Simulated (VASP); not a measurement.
# Te (Imma) in VASP: further runs

One crystal, Te, is run at these levels: PBE; tasks: single point.

Program: VASP 6.6.1. These are calculated values, not measurements. Logs are shortened: lines on timing, memory, paths and dates and some standing lists are left out, and cuts for length are marked.

## Step 1: The structure

The structure is orthorhombic, space group Imma (No. 74). Conventional cell: a = 5.916 Å, b = 7.752 Å, c = 3.070 Å, α = 90.00°, β = 90.00°, γ = 90.00°. Te (site symmetry mm2) has 4 Te at 2.96 to 3.07 Å as nearest neighbours.

This isn't the form of Te at room conditions, which is trigonal, of chains.

## Step 2: Single point, PBE

INCAR

```
PREC = Accurate ; ENCUT = 500
EDIFF = 1E-6 ; ISMEAR = 0
SIGMA = 0.02 ; LREAL = F
LASPH = T ; NELM = 60
ALGO = Normal ; ISIF = 2
LWAVE = F ; LCHARG = T
GGA = PE ; LELF = T
LVHAR = T
```

KPOINTS

```
Automatic mesh
0
Gamma
  6 6 6
```

POSCAR

```
Te
1.0
   -2.9577914636      3.8759656627      1.5351528885
    2.9577914636     -3.8759656627      1.5351528885
    2.9577914636      3.8759656627     -1.5351528885
Te
2
Direct
    0.0009290200      0.7509290200      0.2500000000
    0.9990709800      0.2490709800      0.7500000000
```

Potentials or basis: VASP PAW PBE potentials, release 64 (Te_GW).

The run is started by

```bash
cat potpaw_PBE.64/Te_GW/POTCAR > POTCAR
mpirun -np 1 vasp_std > vasp.out
```

OUTCAR:

```text
PREC = Accurate
   ENCUT = 500
   EDIFF = 1E-6
   ISMEAR = 0
   LREAL = F
   LASPH = T
   NELM = 60
   ISIF = 2
   GGA = PE

 ion  position               nearest neighbor table
   1  0.001  0.751  0.250-   2 2.96   2 2.96
   2  0.999  0.249  0.750-   1 2.96   1 2.96

  LATTYP: Found a body centered orthorhombic cell.
 ALAT       =     3.0703057770
 B/A-ratio  =     1.9267080730
 C/A-ratio  =     2.5248075887

  Lattice vectors:

 A1 = (   2.9577914636,  -3.8759656627,   1.5351528885)
 A2 = (  -2.9577914636,  -3.8759656627,  -1.5351528885)
 A3 = (   2.9577914636,   3.8759656627,  -1.5351528885)

Analysis of symmetry for initial positions (statically):
=====================================================================
 Subroutine PRICEL returns:
 Original cell was already a primitive cell.

 Routine SETGRP: Setting up the symmetry group for a
 body centered orthorhombic supercell.

 Subroutine GETGRP returns: Found  8 space group operations
 (whereof  4 operations were pure point group operations)
 out of a pool of  8 trial point group operations.

The static configuration has the point symmetry C_2h.
 The point group associated with its full space group is D_2h.

Analysis of symmetry for dynamics (positions and initial velocities):
=====================================================================
 Subroutine PRICEL returns:
 Original cell was already a primitive cell.

 Routine SETGRP: Setting up the symmetry group for a
 body centered orthorhombic supercell.

 Subroutine GETGRP returns: Found  8 space group operations
 (whereof  4 operations were pure point group operations)
 out of a pool of  8 trial point group operations.

The dynamic configuration has the point symmetry C_2h.
 The point group associated with its full space group is D_2h.

 Subroutine INISYM returns: Found  8 space group operations
 (whereof  4 operations are pure point group operations),
 and found     1 'primitive' translations

----------------------------------------------------------------------------------------

                                     Primitive cell

  volume of cell :      70.3978

  direct lattice vectors                    reciprocal lattice vectors
    -2.957791464  3.875965663  1.535152889     0.000000000  0.129000111  0.325700459
     2.957791464 -3.875965663  1.535152889     0.169045048  0.000000000  0.325700459
     2.957791464  3.875965663 -1.535152889     0.169045048  0.129000111  0.000000000

  length of vectors
[... 89 lines left out ...]
   ISYM   =      2    0-nonsym 1-usesym 2-fastsym
   POTIM  = 0.5000    time-step for ionic-motion
   TEBEG  =    0.0;   TEEND  =   0.0 temperature during run
   PSTRESS=    0.0 pullay stress
   NELECT =      12.0000    total number of electrons
   NUPDOWN=      -1.0000    fix difference up-down
   EMIN   =  10.00;   EMAX   =-10.00  energy-range for DOS
   EFERMI =   0.00;   METHOD = LEGACY
   ISMEAR =     0;   SIGMA  =   0.02  broadening in eV -4-tet -1-fermi 0-gaus
   EFERMI_NEDOS =   21; number of points for ismear=-14 and -15
   IALGO  =     38    algorithm
   IMIX   =      4    mixing-type and parameters
     AMIX     =   0.40;   BMIX     =  1.00
     AMIX_MAG =   1.60;   BMIX_MAG =  1.00
  volume/ion in A,a.u.               =      35.20       237.53
  Fermi-wavevector in a.u.,A,eV,Ry     =   0.907714  1.715330 11.210440  0.823944
  Thomas-Fermi vector in A             =   2.031554
   LORBIT       =      0    0 simple, 1 ext, 2 COOP (PROOUT), +10 PAW based schemes
   GGA     = PE    functional components
   LHFCALC =     F    Hartree Fock is set to
   AEXX    =    0.0000 exact exchange contribution
   IVDW    =     0    specifies the selected vdW correction
   LEPSILON=     F    determine dielectric tensor
   LRPA    =     F    only Hartree local field effects (RPA)
 non-spin polarized calculation
 Gauss-broadening in eV      SIGMA  =   0.02
  energy-cutoff  :      500.00
  volume of cell :       70.40
 maximum number of plane-waves:      1802
 NGX is ok and might be reduce to    40
   NGX = 19   NGY = 19   NGZ = 19

 number of electron      11.9999999 magnetization

 Free energy of the ion-electron system (eV)
  ---------------------------------------------------
  ext. energy  EPLUGINS =         0.00000000
  ---------------------------------------------------
  free energy    TOTEN  =        -5.87931477 eV

  energy without entropy =       -5.87812566  energy(sigma->0) =       -5.87872021

 E-fermi :   5.2503     XC(G=0):  -8.8837

 val. band max:        5.2493134231   @ k =   0.5000   0.3333  -0.0000
 cond. band min:       5.2560406926   @ k =   0.1667   0.3333  -0.0000
 fundamental gap:      0.0067272696
 Fermi energy:         5.2502886172

 k-point     1 :       0.0000    0.0000    0.0000
  band No.  band energies     occupation
      1      -8.1074      2.00000
      2      -5.0118      2.00000
      3      -0.3441      2.00000
      4       3.1150      2.00000
      5       3.5961      2.00000
      6       8.0222      0.00000
      7       8.2817      0.00000
      8       8.7591      0.00000
      9       9.1451      0.00000
     10       9.7781      0.00000
[... 287 lines left out ...]
 k-point    24 :       0.1667    0.3333    0.1667
  band No.  band energies     occupation
      1      -4.7527      2.00000
      2      -4.7516      2.00000
      3       0.4618      2.00000
      4       0.4627      2.00000
      5       4.7837      2.00000
      6       4.7908      2.00000
      7       5.2975      0.00085
      8       5.2983      0.00068
      9      10.4489      0.00000
     10      10.4580      0.00000

 [... further k-points ...]

------------------------ aborting loop because EDIFF is reached ----------------------------------------

  FORCE on cell =-STRESS in cart. coord.  units (eV):
  Direction    XX          YY          ZZ          XY          YZ          ZX
  --------------------------------------------------------------------------------------
  -------------------------------------------------------------------------------------
  Total       -0.4141259      0.3217268      0.9915058      0.0000000     -0.0000000      0.0000000
  in kB       -9.4250537      7.3221514     22.5655929      0.0000000     -0.0000000      0.0000000
  external PRESSURE =       6.8208969 kB  Pullay stress =       0.0000000 kB

 VOLUME and BASIS-vectors are now :
 -----------------------------------------------------------------------------
  energy-cutoff  :      500.00
  volume of cell :       70.40
      direct lattice vectors                 reciprocal lattice vectors
    -2.957791464  3.875965663  1.535152889     0.000000000  0.129000111  0.325700459
     2.957791464 -3.875965663  1.535152889     0.169045048  0.000000000  0.325700459
     2.957791464  3.875965663 -1.535152889     0.169045048  0.129000111  0.000000000

 POSITION                                       TOTAL-FORCE (eV/Angst)
 -----------------------------------------------------------------------------------
      2.95779     -1.93798      0.77043         0.000000      0.000000     -0.003548
      0.00000      5.81395      0.76472        -0.000000     -0.000000      0.003548
 -----------------------------------------------------------------------------------
    total drift:                               -0.000000      0.000000     -0.000000

  FREE ENERGIE OF THE ION-ELECTRON SYSTEM (eV)
  ---------------------------------------------------
  free  energy   TOTEN  =        -5.8793147668 eV

  energy  without entropy=       -5.8781256554  energy(sigma->0) =       -5.87872021
```

OSZICAR:

```text
N       E                     dE             d eps       ncg     rms          rms(c)
DAV:   1     0.536632350821E+02    0.53663E+02   -0.46160E+03   920   0.936E+02
DAV:   2    -0.327882452810E+01   -0.56942E+02   -0.54826E+02  1436   0.147E+02
DAV:   3    -0.581217185439E+01   -0.25333E+01   -0.24988E+01  1194   0.338E+01
DAV:   4    -0.589998069412E+01   -0.87809E-01   -0.86000E-01  1374   0.763E+00
DAV:   5    -0.590123383865E+01   -0.12531E-02   -0.12530E-02  1196   0.877E-01    0.990E-01
DAV:   6    -0.588149060591E+01    0.19743E-01   -0.20526E-02  1222   0.850E-01    0.534E-01
DAV:   7    -0.587961290746E+01    0.18777E-02   -0.17335E-02  1014   0.834E-01    0.178E-01
DAV:   8    -0.589633784378E+01   -0.16725E-01   -0.40410E-02  1010   0.111E+00    0.553E-01
DAV:   9    -0.587958455303E+01    0.16753E-01   -0.20669E-02   988   0.799E-01    0.960E-02
DAV:  10    -0.587933791654E+01    0.24664E-03   -0.98372E-04  1264   0.223E-01    0.243E-02
DAV:  11    -0.587931501078E+01    0.22906E-04   -0.48728E-05  1094   0.479E-02    0.545E-03
DAV:  12    -0.587931817209E+01   -0.31613E-05   -0.62975E-06  1242   0.172E-02    0.100E-02
DAV:  13    -0.587931490813E+01    0.32640E-05   -0.70784E-06  1014   0.150E-02    0.184E-03
DAV:  14    -0.587931476676E+01    0.14137E-06   -0.41278E-07   584   0.487E-03
   1 F= -.58793148E+01 E0= -.58787202E+01  d E =-.118911E-02
```

stdout:

```text
POSCAR found type information on POSCAR Te
 POSCAR found :  1 types and       2 ions
 scaLAPACK will be used
 LDA part: xc-table for (Slater+PW92), standard interpolation
 POSCAR, INCAR and KPOINTS ok, starting setup
 FFT: planning ... GRIDC
 FFT: planning ... GRID_SOFT
 FFT: planning ... GRID
 WAVECAR not read
 entering main loop
```

Wall time 31 s (1 thread of AMD EPYC 9R45 (Zen 5), shared host); peak memory 0.2 GiB.

Results:

```
Free energy            : -5.8793 eV
Pressure               : 0.7 GPa
Largest force          : 0.004 eV/Å
Band gap on the k mesh : none (metal or under the smearing width)
```

Forces on the atoms (eV/Å):
```
Te   0.000  0.000 -0.004
Te   0.000  0.000  0.004
```

Levels at points of the mesh, in eV from the Fermi level:
| k point | band 2 | band 3 | band 4 | band 5 | band 6 | band 7 | band 8 | band 9 | band 10 |
| --- | --- | --- | --- | --- | --- | --- | --- | --- | --- |
| (0.00, 0.00, 0.00) | -10.26 | -5.59 | -2.14 | -1.65 | 2.77 | 3.03 | 3.51 | 3.89 | 4.53 |
| (0.50, 0.00, 0.00) | -8.12 | -5.67 | -4.10 | -3.52 | -1.29 | 0.93 | 3.08 | 3.99 | 5.38 |
| (0.00, 0.50, 0.00) | -10.00 | -4.75 | -4.75 | -0.65 | -0.64 | 0.05 | 0.05 | 6.21 | 6.23 |
| (0.50, 0.50, 0.00) | -12.20 | -2.49 | -2.49 | -1.86 | -1.86 | 3.47 | 3.47 | 7.22 | 7.22 |
| (0.50, 0.50, 0.50) | -10.68 | -6.01 | -4.61 | 0.50 | 2.42 | 3.84 | 4.85 | 7.41 | 7.46 |

Caveat: the k mesh is coarse (spacing up to 0.38 Å⁻¹), so the values aren't converged.

## Step 3: Single point, PBE

INCAR

```
SYSTEM = Te
PREC = Accurate ; ENCUT = 450
EDIFF = 1E-6 ; ISMEAR = 0
SIGMA = 0.02 ; LREAL = .False.
LASPH = .True. ; NELM = 60
ALGO = Fast ; ISIF = 2
LWAVE = .False. ; LCHARG = .True.
GGA = PE ; LELF = .True.
LVHAR = .True. ; NBANDS = 13
```

KPOINTS

```
Automatic mesh
0
Gamma
  6 6 6
  0 0 0
```

POSCAR is that of step 2.

Potentials or basis: VASP PAW PBE potentials, release 64 (Te_GW).

The run is started by

```bash
cat potpaw_PBE.64/Te_GW/POTCAR > POTCAR
mpirun -np 1 vasp_std > vasp.out
```

OUTCAR:

```text
SYSTEM = Te
   PREC = Accurate
   ENCUT = 450
   EDIFF = 1E-6
   ISMEAR = 0
   LREAL = .False.
   LASPH = .True.
   NELM = 60
   ISIF = 2
   GGA = PE

 ion  position               nearest neighbor table
   1  0.001  0.751  0.250-   2 2.96   2 2.96
   2  0.999  0.249  0.750-   1 2.96   1 2.96

  LATTYP: Found a body centered orthorhombic cell.
 ALAT       =     3.0703057770
 B/A-ratio  =     1.9267080730
 C/A-ratio  =     2.5248075887

  Lattice vectors:

[... 575 lines left out ...]
------------------------ aborting loop because EDIFF is reached ----------------------------------------

  FORCE on cell =-STRESS in cart. coord.  units (eV):
  Direction    XX          YY          ZZ          XY          YZ          ZX
  --------------------------------------------------------------------------------------
  -------------------------------------------------------------------------------------
  Total       -0.4139257      0.3155899      0.9920484      0.0000000      0.0000000      0.0000000
  in kB       -9.4204973      7.1824822     22.5779406      0.0000000      0.0000000      0.0000000
  external PRESSURE =       6.7799752 kB  Pullay stress =       0.0000000 kB

 VOLUME and BASIS-vectors are now :
 -----------------------------------------------------------------------------
  energy-cutoff  :      450.00
  volume of cell :       70.40
      direct lattice vectors                 reciprocal lattice vectors
    -2.957791464  3.875965663  1.535152889     0.000000000  0.129000111  0.325700459
     2.957791464 -3.875965663  1.535152889     0.169045048  0.000000000  0.325700459
     2.957791464  3.875965663 -1.535152889     0.169045048  0.129000111  0.000000000

 POSITION                                       TOTAL-FORCE (eV/Angst)
 -----------------------------------------------------------------------------------
      2.95779     -1.93798      0.77043        -0.000000     -0.000000     -0.003532
      0.00000      5.81395      0.76472         0.000000      0.000000      0.003532
 -----------------------------------------------------------------------------------
    total drift:                                0.000000     -0.000000      0.000000

  FREE ENERGIE OF THE ION-ELECTRON SYSTEM (eV)
  ---------------------------------------------------
  free  energy   TOTEN  =        -5.8792992361 eV

  energy  without entropy=       -5.8781089765  energy(sigma->0) =       -5.87870411
```

stdout:

```text
POSCAR found type information on POSCAR Te
 POSCAR found :  1 types and       2 ions
 scaLAPACK will be used
 LDA part: xc-table for (Slater+PW92), standard interpolation
 POSCAR, INCAR and KPOINTS ok, starting setup
 FFT: planning ... GRIDC
 FFT: planning ... GRID_SOFT
 FFT: planning ... GRID
 WAVECAR not read
 entering main loop
```

It took 63 s on 1 thread of AMD EPYC 7R43 (Zen 3), shared host; peak memory 0.17 GiB.

Results:

* Free energy: -5.8793 eV
* Pressure: 0.7 GPa
* Largest force: 0.004 eV/Å
* Band gap on the k mesh: none (metal or under the smearing width)

Forces on the atoms (eV/Å):
```
Te   0.000  0.000 -0.004
Te   0.000  0.000  0.004
```

Caveat: the k mesh is coarse (spacing up to 0.38 Å⁻¹), so the values aren't converged.

## Step 4: Single point, PBE

INCAR

```
SYSTEM = Te
PREC = Accurate
ENCUT = 400
EDIFF = 1E-6
ISMEAR = 0
SIGMA = 0.02
LREAL = .FALSE.
LASPH = .TRUE.
NELM = 60
ALGO = Normal
ISIF = 2
LWAVE = .FALSE.
LCHARG = .FALSE.
GGA = PE
```

KPOINTS

```
Automatic mesh
0
G
  5 5 5
  0 0 0
```

POSCAR is that of step 3.

Potentials or basis: VASP PAW PBE potentials, release 64 (Te_GW).

The run is started by

```bash
cat potpaw_PBE.64/Te_GW/POTCAR > POTCAR
mpirun -np 1 vasp_std > vasp.out
```

OUTCAR:

```text
SYSTEM = Te
   PREC = Accurate
   ENCUT = 400
   EDIFF = 1E-6
   ISMEAR = 0
   LREAL = .FALSE.
   LASPH = .TRUE.
   NELM = 60
   ISIF = 2
   GGA = PE

 ion  position               nearest neighbor table
   1  0.001  0.751  0.250-   2 2.96   2 2.96
   2  0.999  0.249  0.750-   1 2.96   1 2.96

  LATTYP: Found a body centered orthorhombic cell.
 ALAT       =     3.0703057770
 B/A-ratio  =     1.9267080730
 C/A-ratio  =     2.5248075887

  Lattice vectors:

 A1 = (   2.9577914636,  -3.8759656627,   1.5351528885)
 A2 = (  -2.9577914636,  -3.8759656627,  -1.5351528885)
 A3 = (   2.9577914636,   3.8759656627,  -1.5351528885)

Analysis of symmetry for initial positions (statically):
=====================================================================
 Subroutine PRICEL returns:
 Original cell was already a primitive cell.

 Routine SETGRP: Setting up the symmetry group for a
 body centered orthorhombic supercell.

 Subroutine GETGRP returns: Found  8 space group operations
 (whereof  4 operations were pure point group operations)
 out of a pool of  8 trial point group operations.

The static configuration has the point symmetry C_2h.
 The point group associated with its full space group is D_2h.
[... 174 lines left out ...]
      2      -5.0267      2.00000
      3      -0.3360      2.00000
      4       3.1030      2.00000
      5       3.5893      2.00000
      6       8.0096      0.00000
      7       8.2844      0.00000
      8       8.7560      0.00000
      9       9.1376      0.00000
     10       9.7597      0.00000
[... 287 lines left out ...]
 k-point    24 :      -0.2000   -0.2000    0.2000
  band No.  band energies     occupation
      1      -6.2081      2.00000
      2      -3.1464      2.00000
      3       0.4125      2.00000
      4       1.0420      2.00000
      5       2.3479      2.00000
      6       4.2750      2.00000
      7       5.1764      2.00000
      8       8.8590      0.00000
      9      10.2856      0.00000
     10      10.3384      0.00000

 [... further k-points ...]

------------------------ aborting loop because EDIFF is reached ----------------------------------------

  FORCE on cell =-STRESS in cart. coord.  units (eV):
  Direction    XX          YY          ZZ          XY          YZ          ZX
  --------------------------------------------------------------------------------------
  -------------------------------------------------------------------------------------
  Total       -0.8197795     -0.3110347      1.3452098      0.0000000      0.0000000      0.0000000
  in kB      -18.6572888     -7.0788115     30.6155098      0.0000000      0.0000000      0.0000000
  external PRESSURE =       1.6264698 kB  Pullay stress =       0.0000000 kB

 VOLUME and BASIS-vectors are now :
 -----------------------------------------------------------------------------
  energy-cutoff  :      400.00
  volume of cell :       70.40
      direct lattice vectors                 reciprocal lattice vectors
    -2.957791464  3.875965663  1.535152889     0.000000000  0.129000111  0.325700459
     2.957791464 -3.875965663  1.535152889     0.169045048  0.000000000  0.325700459
     2.957791464  3.875965663 -1.535152889     0.169045048  0.129000111  0.000000000

 POSITION                                       TOTAL-FORCE (eV/Angst)
 -----------------------------------------------------------------------------------
      2.95779     -1.93798      0.77043         0.000000      0.000000      0.013814
      0.00000      5.81395      0.76472        -0.000000     -0.000000     -0.013814
 -----------------------------------------------------------------------------------
    total drift:                                0.000000     -0.000000      0.000000

  FREE ENERGIE OF THE ION-ELECTRON SYSTEM (eV)
  ---------------------------------------------------
  free  energy   TOTEN  =        -5.8132242926 eV

  energy  without entropy=       -5.8119947541  energy(sigma->0) =       -5.81260952
```

stdout:

```text
POSCAR found type information on POSCAR Te
 POSCAR found :  1 types and       2 ions
 scaLAPACK will be used
 LDA part: xc-table for (Slater+PW92), standard interpolation
 POSCAR, INCAR and KPOINTS ok, starting setup
 FFT: planning ... GRIDC
 FFT: planning ... GRID_SOFT
 FFT: planning ... GRID
 WAVECAR not read
 entering main loop
```

It took 13 s on 1 thread of Intel Xeon Platinum 8488C (Sapphire Rapids), shared host; peak memory 0.19 GiB.

Results:

```yaml
Free_energy: -5.8132 eV
Pressure: 0.2 GPa
Largest_force: 0.014 eV/Å
Band_gap_on_the_k_mesh: none (metal or under the smearing width)
```

Forces in eV/Å, atoms in the order of the input:
```
Te   0.000  0.000  0.014
Te   0.000  0.000 -0.014
```

Stress tensor (GPa, compression positive):
```
-1.87  0.00  0.00
 0.00 -0.71  0.00
 0.00  0.00  3.06
```

Caveat: the k mesh is coarse (spacing up to 0.46 Å⁻¹), so the values aren't converged.

## Step 5: Summary

```csv
k mesh,cutoff (eV),further INCAR settings,gap on the mesh (eV),pressure (GPa)
6 × 6 × 6,500,ALGO = Normal; EDIFF = 1e-06,none,0.7
6 × 6 × 6,450,ALGO = Fast; EDIFF = 1e-06; NBANDS = 13,none,0.7
5 × 5 × 5,400,ALGO = Normal; EDIFF = 1e-06,none,0.2
```

Alike in all rows: task single point; level PBE; potentials or basis VASP PAW PBE potentials, release 64 (Te_GW); no spin polarisation; cell as given; smearing gaussian 0.02 eV; the mesh is coarse, so values aren't converged.

Caveats: all runs use coarse meshes.

Absolute energies hang on the potentials; compare differences alone.
